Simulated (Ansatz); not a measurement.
Computed with Ansatz on PBE0-D4/def2-TZVP structures; ΔE is electronic, products minus reactants. CCSD(T)/CBS adds triple-zeta CCSD(T) − MP2 to the extrapolated MP2 energy (def2 sets, frozen cores). Functionals use def2-TZVPP. B3LYP here is the variant with VWN-RPA as its local correlation; programs differ in this. HSE06 is defined as in plane-wave codes. Each species was taken in one conformer, which may not be the lowest.

Reaction (isomerisation): `C=CC(C)=O` → `C#CCOC`

`C=CC(C)=O`:

```xyz
11

C    -0.253   -1.292    1.015
C     0.091   -0.016    1.155
C     0.249    0.945    0.039
C     0.010    0.475   -1.371
O     0.568    2.088    0.278
H    -0.352   -1.946    1.874
H    -0.448   -1.731    0.043
H     0.284    0.411    2.134
H    -1.008    0.094   -1.486
H     0.165    1.309   -2.052
H     0.694   -0.337   -1.629
```

`C#CCOC`:

Cartesian coordinates in Å:
```
C 1.313 -1.700 1.935
C 0.611 -1.108 1.164
C -0.263 -0.410 0.237
O 0.420 0.652 -0.375
C -0.403 1.341 -1.276
H 1.942 -2.221 2.617
H -0.631 -1.122 -0.520
H -1.146 -0.039 0.782
H -0.757 0.685 -2.083
H 0.192 2.145 -1.708
H -1.278 1.776 -0.773
```

```
             level  ΔE (kJ/mol)  difference from CCSD(T)/CBS
       LDA (SPW92)        193.8                         10.3
           PBE0-D4        196.2                         12.7
          B3LYP-D4        192.1                          8.6
        r2SCANh-D4        198.2                         14.7
          HSE06-D4        196.2                         12.7
      CAM-B3LYP-D4        187.3                          3.8
           ωB97X-V        190.2                          6.7
          PBE-QIDH        188.6                          5.1
               PBE        195.9                         12.4
              PBE0        194.3                         10.8
           r2SCAN0        195.9                         12.4
             BHLYP        187.3                          3.8
           LC-ωPBE        189.4                          5.9
RPA@PBE/def2-TZVPP        184.9                          1.4
  CCSD(T)/def2-SVP        196.4                         12.9
     HF/def2-QZVPP        184.5                          1.0
       CCSD(T)/CBS        183.5                            0
```

Question: What do rigid-rotor, harmonic-oscillator terms from PBE0-D4/def2-TZVP frequencies (298.15 K, 1 bar) make of the CCSD(T)/CBS value? (Best estimate.)

Answer: Computed: ΔZPE = -0.8 kJ/mol, ΔH = +183.3 kJ/mol, ΔS = 3 J/(mol·K), ΔG = +182.4 kJ/mol.

Largest T1 diagnostic among the species: 0.014.

The D4 term adds +3.9 kJ/mol with B3LYP and +2.0 kJ/mol with PBE0; it sums over pairs of atoms, weighted by their polarisabilities, and B3LYP, whose exchange is more repulsive, gets the larger term. Leaving LDA and LC-ωPBE aside and taking each functional with its dispersion term where it has one, the values, not all of them listed here, spread over 17.9 kJ/mol, from B2PLYP to revPBE-D4. From r2SCAN to r2SCAN0 (25 % exact exchange), in def2-TZVPP and without D4, ΔE moves by −3.2 kJ/mol.

CCSD(T)/CBS has its own doubt, a few kJ/mol and more with outer-core shells, so smaller differences from it don't rank the levels.
